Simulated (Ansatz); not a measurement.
Runs of Ansatz 0.2.0 on Si. Symmetry: I4_1/amd, No. 141, tetragonal system. Conventional cell: a = 4.743 Å, b = 4.743 Å, c = 2.659 Å, α = 90.00°, β = 90.00°, γ = 90.00°. Si (site symmetry -4m2) has 6 Si at 2.46 to 2.66 Å as nearest neighbours. This isn't the form of Si at room conditions, which is diamond.

| task | level | cell | cutoff (eV) | smearing | pressure (GPa) |
| --- | --- | --- | --- | --- | --- |
| band structure | LDA | as given | 191 | gaussian 0.1 eV | -0.9 |
| band structure | PBEsol | as given | 190 | fermi-dirac 0.05 eV | (a) |
| single point | PBEsol+D4 | cell strained at random at fixed volume | 191 | gaussian 0.1 eV | -1.8 |
| band structure | LDA | as given | 191 | fermi-dirac 0.05 eV | -0.9 |

Alike in all rows: potentials or basis all-electron LAPW, scalar-relativistic; no spin polarisation; k mesh 11 × 11 × 11; basis error allowed 0.001 eV/atom.

**Question.** Estimate the missing entries.

**Answer.** (a) 0.7.

Caveats: pairwise dispersion overbinds metals, which lowers pressure and volume (some runs).

Not every run made on this cell is shown here.
